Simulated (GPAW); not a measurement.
## Co: equation of state with optB88-vdW

Crystal: Co.

```xyz
2
Lattice="2.4720 0.0000 0.0000 -1.2360 2.1408 0.0000 0.0000 0.0000 4.0211" Properties=species:S:1:pos:R:3 pbc="T T T"
Co    1.2360    0.7136    3.0159
Co    0.0000    1.4272    1.0053
```

| Item | Value |
| --- | --- |
| Program | GPAW 26.7.0 |
| Task | equation of state |
| Functional | optB88-vdW |
| Potentials or basis | GPAW PAW data sets (gpaw-data 1.2.1) |
| Cutoff | 600 eV |
| Basis | pw |
| k mesh | 9 × 9 × 5 |
| Occupations | fermi-dirac, width 0.05 eV |
| Spin | collinear spin, ferromagnetic start |
| Starting moments | [2.0, 2.0] μB |
| Maxiter | 150 |
| older calculator (legacy_gpaw) | yes |
| Eos scales | [0.94, 0.96, 0.98, 1.0, 1.02, 1.04, 1.06] |

```
Equilibrium volume                        : 11.03 Å³/atom
Bulk modulus at fixed shape and positions : 217 GPa
Pressure derivative of the bulk modulus   : 4.5
```

Energy against volume, from the lowest point:
```csv
volume (Å³/atom),energy (meV/atom)
10.002,77.26
10.215,46.56
10.427,24.40
10.640,9.74
10.853,1.71
11.066,0.00
11.279,3.60
```

Wall time 2.2 min on 1 thread of Arm Neoverse V2 (shared host), peak memory 0.22 GiB.

Caveat: the cell was scaled at fixed shape and fractional positions, which overstates the stiffness of a crystal with free parameters, most of all of layers and chains; the PAW data sets were made with another functional, which shifts forces and pressure a little.
